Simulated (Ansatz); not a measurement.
The system is TaN.

```
Ta N
1.0
     5.19100    0.00000    0.00000
    -2.59550    4.49554    0.00000
     0.00000    0.00000    2.90800
Ta N
3 3
Direct
  0.66667 0.33333 0.50000
  0.33333 0.66667 0.50000
  0.00000 0.00000 0.00000
  0.00000 0.50000 0.00000
  0.50000 0.50000 0.00000
  0.50000 0.00000 0.00000
```

```yaml
Program: Ansatz 0.2.0
Task: relaxation of cell and atoms
Functional: PBE
Dispersion: D4
Potentials_or_basis: Ansatz PAW
Cutoff: "420 eV (not typed: the program's choice for these potentials)"
k_mesh: 6 × 6 × 9
Occupations: fermi-dirac, width 0.05 eV
Spin: no spin polarisation
```

At the start: volume 11.31 Å³/atom.

Problem. How do energy, volume and symmetry change on relaxing?

Solution. It ends after 8 steps and the volume is 11.50 Å³/atom (+1.6 %); space group P6/mmm (No. 191, to 0.05 Å).

Step by step:
| step | energy change (eV) | largest force (eV/Å) | volume (Å³) |
| --- | --- | --- | --- |
| 1 | 0.0000 | 0.0000 | 67.86 |
| 2 | -0.0087 | 0.0000 | 69.45 |
| 3 | -0.0135 | 0.0000 | 68.96 |
| 4 | -0.0137 | 0.0000 | 68.95 |
| 5 | -0.0137 | 0.0000 | 68.95 |
| 6 | -0.0172 | 0.0000 | 68.95 |
| 7 | -0.0171 | 0.0000 | 68.97 |
| 8 | -0.0172 | 0.0000 | 68.97 |

Final structure:
```cif
data_structure
_symmetry_space_group_name_H-M 'P 1'
_symmetry_Int_Tables_number 1
_cell_length_a 5.2216
_cell_length_b 5.2216
_cell_length_c 2.9210
_cell_angle_alpha 90.000
_cell_angle_beta 90.000
_cell_angle_gamma 120.000
_cell_volume 68.97
loop_
_atom_site_label
_atom_site_type_symbol
_atom_site_fract_x
_atom_site_fract_y
_atom_site_fract_z
_atom_site_occupancy
Ta1 Ta 0.66667 0.33333 0.50000 1
Ta2 Ta 0.33333 0.66667 0.50000 1
Ta3 Ta 0.00000 0.00000 0.00000 1
N1 N 0.00000 0.50000 0.00000 1
N2 N 0.50000 0.50000 0.00000 1
N3 N 0.50000 0.00000 0.00000 1
```

Caveat: the plane-wave basis is chosen anew once the cell has moved, so the energies of steps on either side of that aren't comparable; the pressure holds a Pulay correction of +0.5 GPa for the finite cutoff; pairwise dispersion overbinds metals, which lowers pressure and volume.
